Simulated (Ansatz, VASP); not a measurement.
**BaTiO3 (Barioperovskite): VASP beside Ansatz**

Contents of INCAR:

```
SYSTEM = BaTiO3
PREC = Accurate
ENCUT = 520
EDIFF = 1E-7
ISMEAR = -1
SIGMA = 0.02
LREAL = .FALSE.
LASPH = .TRUE.
NELM = 60
ALGO = Normal
ISIF = 2
LWAVE = .FALSE.
LCHARG = .FALSE.
GGA = PE
NBANDS = 28
```

KPOINTS

```
Automatic mesh
0
G
  6 6 6
  0 0 0
```

Contents of POSCAR:

```
BaTiO3
1.0
    4.0284143941      0.0000000000      0.0000000000
    0.0000000000      2.9046133001      2.9213479002
    0.0000000000     -2.9046133001      2.9213479002
Ba Ti O
1 1 3
Direct
    0.0000000000      0.0119790355      0.0119790355
    0.5000000000      0.5292820227      0.5292820227
    0.0000000000      0.4892053142      0.4892053142
    0.5000000000      0.4931958090      0.9732178188
    0.5000000000      0.9732178188      0.4931958090
```

Input for Ansatz:

```yaml
crystal:
  lattice:
    - [4.0284143941, 0.0, 0.0]
    - [0.0, 2.9046133001, 2.9213479002]
    - [0.0, -2.9046133001, 2.9213479002]
  atoms:
    - { symbol: Ba, position: [0.0, 0.0119790355, 0.0119790355] }
    - { symbol: Ti, position: [0.5, 0.5292820227, 0.5292820227] }
    - { symbol: O, position: [0.0, 0.4892053142, 0.4892053142] }
    - { symbol: O, position: [0.5, 0.493195809, 0.9732178188] }
    - { symbol: O, position: [0.5, 0.9732178188, 0.493195809] }
kpoints:
  mp_grid: { grid: [6, 6, 6] }
  band_path:
    path:
      - [0.0, 0.0, 0.0]
      - [0.0, 0.5, 0.5]
      - [0.0, 0.502855988, 0.497144012]
      - [0.0, 0.497144012, -0.497144012]
      - [0.5, 0.0, 0.0]
      - [0.5, 0.497144012, -0.497144012]
      - [0.5, 0.502855988, 0.497144012]
      - [0.5, 0.5, 0.5]
      - [0.0, 0.5, 0.0]
    npoints: 1
hamiltonian:
  xc: pbe
scf:
  occupations: { method: fermi_dirac, width: 0.02 }
  n_extra_bands: 5
output:
  forces: true
  stress: true
  eigenvalues: true
```

Change from the starting cell: hydrostatic strain +1.6%.

Alike in both runs: task single point; functional PBE; k mesh 6 × 6 × 6; occupations fermi-dirac, width 0.02 eV; no spin polarisation.

|  | VASP | Ansatz |
| --- | --- | --- |
| version | VASP 6.6.1 | Ansatz 0.2.0 |
| potentials or method | VASP PAW PBE potentials, release 64 (Ba_sv, Ti_sv, O) | plane waves, PAW |
| plane-wave cutoff (eV) | 520 | 420 |
| valence electrons in the cell | 40 | 40 |

VASP gave:

- gap on the k mesh at the Fermi level (eV): 2.40
- pressure (GPa): -0.6
- largest component of the traceless stress (GPa): 1.76
- rms of the force components (eV/Å): 0.085

**Question.** Estimate Ansatz's values.

**Answer.** gap on the k mesh at the Fermi level (eV): 2.44; pressure (GPa): -2.1; largest component of the traceless stress (GPa): 1.68; rms of the force components (eV/Å): 0.051.

Atom by atom the forces differ by 0.040 eV/Å (rms over components). The functional is the same, so the differences come from potentials, cutoffs and numerics.

Caveats: spin-orbit coupling is left out, which moves the levels of the heavy elements. A k mesh can miss the band edges.
